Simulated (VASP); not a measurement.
# KCl in VASP 6.6.1, single-point calculation

INCAR

```
LCHARG = .FALSE.
GGA = CA
LASPH = .TRUE.
LREAL = .FALSE.
ISMEAR = 1
ISIF = 2
NBANDS = 15
PREC = Accurate
SIGMA = 0.01
EDIFF = 1E-7
ALGO = All
IBRION = -1
NSW = 0
ENCUT = 520
LWAVE = .FALSE.
NELM = 120
```

KPOINTS

```
KPOINTS created by Atomic Simulation Environment
0
Gamma
8 8 8
0 0 0
```

POSCAR

```
K  Cl
 1.0000000000000000
     0.0000000000000000    3.1448483195468158    3.1448483195468158
     3.1448483195468158    0.0000000000000000    3.1448483195468158
     3.1448483195468158    3.1448483195468158    0.0000000000000000
 K   Cl
   1   1
Cartesian
 -0.0000000000000000 -0.0000000000000000 -0.0000000000000000
  3.1448483195468158  3.1448483195468158  3.1448483195468158
```

The recommended LDA PAW datasets give the neutral cell 16 valence electrons.

Command

```
mpirun -np 1 vasp_std
```

OSZICAR

```
N       E                     dE             d eps       ncg     rms           ort
DAV:   1     0.107505357271E+03    0.10751E+03   -0.80864E+03   435   0.995E+02
DAV:   2    -0.729740718888E+00   -0.10824E+03   -0.98306E+02   435   0.252E+02
DAV:   3    -0.744149887492E+01   -0.67118E+01   -0.66709E+01   435   0.537E+01
DAV:   4    -0.766544788273E+01   -0.22395E+00   -0.22389E+00   435   0.980E+00
DAV:   5    -0.766751599407E+01   -0.20681E-02   -0.20715E-02   435   0.998E-01
SDA:   6    -0.700916245638E+01    0.65835E+00   -0.20715E-02   435   0.144E+01   0.000E+00
CGA:   7    -0.732406540434E+01   -0.31490E+00   -0.31537E+00   435   0.902E-01  -0.119E-01
CGA:   8    -0.735884022850E+01   -0.34775E-01   -0.34972E-01   435   0.338E-01  -0.110E-02
CGA:   9    -0.736926293731E+01   -0.10423E-01   -0.10442E-01   435   0.507E-02  -0.146E-03
CGA:  10    -0.737067448393E+01   -0.14115E-02   -0.14133E-02   435   0.578E-03  -0.199E-04
CGA:  11    -0.737085018391E+01   -0.17570E-03   -0.17570E-03   435   0.107E-03   0.177E-08
CGA:  12    -0.737088570008E+01   -0.35516E-04   -0.35515E-04   435   0.280E-04   0.132E-07
CGA:  13    -0.737089910252E+01   -0.13402E-04   -0.13401E-04   435   0.132E-04   0.693E-08
CGA:  14    -0.737090489664E+01   -0.57941E-05   -0.57937E-05   435   0.503E-05   0.139E-08
CGA:  15    -0.737090694258E+01   -0.20459E-05   -0.20461E-05   435   0.104E-05  -0.848E-09
CGA:  16    -0.737090736130E+01   -0.41872E-06   -0.41873E-06   435   0.257E-06  -0.983E-10
CGA:  17    -0.737090746048E+01   -0.99186E-07   -0.99188E-07   435   0.635E-07  -0.157E-10
   1 F= -.73709075E+01 E0= -.73709075E+01  d E =0.701500E-50
```

From OUTCAR

```
k-points           NKPTS =     29   k-points in BZ     NKDIM =     29   number of bands    NBANDS=     15

   NELECT =      16.0000    total number of electrons

   dimension x,y,z NGX =    36 NGY =   36 NGZ =   36
   dimension x,y,z NGXF=    72 NGYF=   72 NGZF=   72

  energy-cutoff  :      520.00
  volume of cell :       62.21
      direct lattice vectors                 reciprocal lattice vectors
     0.000000000  3.144848320  3.144848320    -0.158990180  0.158990180  0.158990180
     3.144848320  0.000000000  3.144848320     0.158990180 -0.158990180  0.158990180
     3.144848320  3.144848320  0.000000000     0.158990180  0.158990180 -0.158990180

 k-points in reciprocal lattice and weights: KPOINTS created by Atomic Simulation Env
   0.00000000  0.00000000  0.00000000       0.002
   0.12500000  0.00000000  0.00000000       0.016
   0.25000000  0.00000000  0.00000000       0.016
   0.37500000  0.00000000  0.00000000       0.016
   0.50000000  0.00000000  0.00000000       0.008
   0.12500000  0.12500000  0.00000000       0.012
   0.25000000  0.12500000  0.00000000       0.047
   0.37500000  0.12500000  0.00000000       0.047
   ...

 E-fermi :  -1.9722

 k-point     1 :       0.0000    0.0000    0.0000
  band No.  band energies     occupation
      1     -28.9047      2.00000
      2     -14.1049      2.00000
      3     -12.6027      2.00000
      4     -12.6027      2.00000
      5     -12.6027      2.00000
      6      -2.0771      2.00000
      7      -2.0771      2.00000
      8      -2.0771      2.00000
      9       2.6755      0.00000
     10       6.0089      0.00000
     11       6.0089      0.00000
     12       6.0089      0.00000
     13       6.9431      0.00000
     14       6.9431      0.00000
     15      10.4007      0.00000

 k-point     2 :       0.1250    0.0000    0.0000
  band No.  band energies     occupation
      1     -28.9030      2.00000
      2     -14.1369      2.00000
      3     -12.6043      2.00000
      4     -12.6043      2.00000
      5     -12.5627      2.00000
      6      -2.2868      2.00000
      7      -2.1314      2.00000
      8      -2.1314      2.00000
      9       3.0648      0.00000
     10       5.8736      0.00000
     11       6.2079      0.00000
     12       6.2079      0.00000
     13       7.1589      0.00000
     14       7.1589      0.00000
     15      11.0194      0.00000

 k-point     3 :       0.2500    0.0000    0.0000
  band No.  band energies     occupation
      1     -28.8987      2.00000
      2     -14.2084      2.00000
      3     -12.6080      2.00000
      4     -12.6080      2.00000
      5     -12.4716      2.00000
      6      -2.7158      2.00000
      7      -2.2572      2.00000
      8      -2.2572      2.00000
      9       3.9660      0.00000
     10       5.7566      0.00000
     11       6.7731      0.00000
     12       6.7731      0.00000
     13       7.7510      0.00000
     14       7.7510      0.00000
     15      11.3011      0.00000

 ...

  Total       -0.7362707     -0.7362707     -0.7362707     -0.0000000      0.0000000      0.0000000
  in kB      -18.9635206    -18.9635206    -18.9635206     -0.0000000      0.0000000      0.0000000
  external PRESSURE =     -18.9635206 kB  Pullay stress =       0.0000000 kB

 POSITION                                       TOTAL-FORCE (eV/Angst)
 -----------------------------------------------------------------------------------
      0.00000      0.00000      0.00000         0.000000     -0.000000     -0.000000
      3.14485      3.14485      3.14485        -0.000000      0.000000      0.000000
 -----------------------------------------------------------------------------------
    total drift:                                0.000000      0.000000      0.000000

  FREE ENERGIE OF THE ION-ELECTRON SYSTEM (eV)
  ---------------------------------------------------
  free  energy   TOTEN  =        -7.3709074605 eV

  energy  without entropy=       -7.3709074605  energy(sigma->0) =       -7.37090746
```

It converged. Results: gap between bands v and c on the k mesh 4.75 eV; least direct gap on the k mesh 4.75 eV; pressure -1.9 GPa. Band v is the last that the valence electrons fill when counted band by band, and c is the next.

For comparison, a separate LDA run of the intended cell, on usual settings and not on those above, gives a gap of 4.75 eV on its mesh and a pressure of -1.9 GPa.

The run above took about 24 s on one core of a shared host (Intel Xeon Platinum 8488C) and held 0.2 GiB at most.
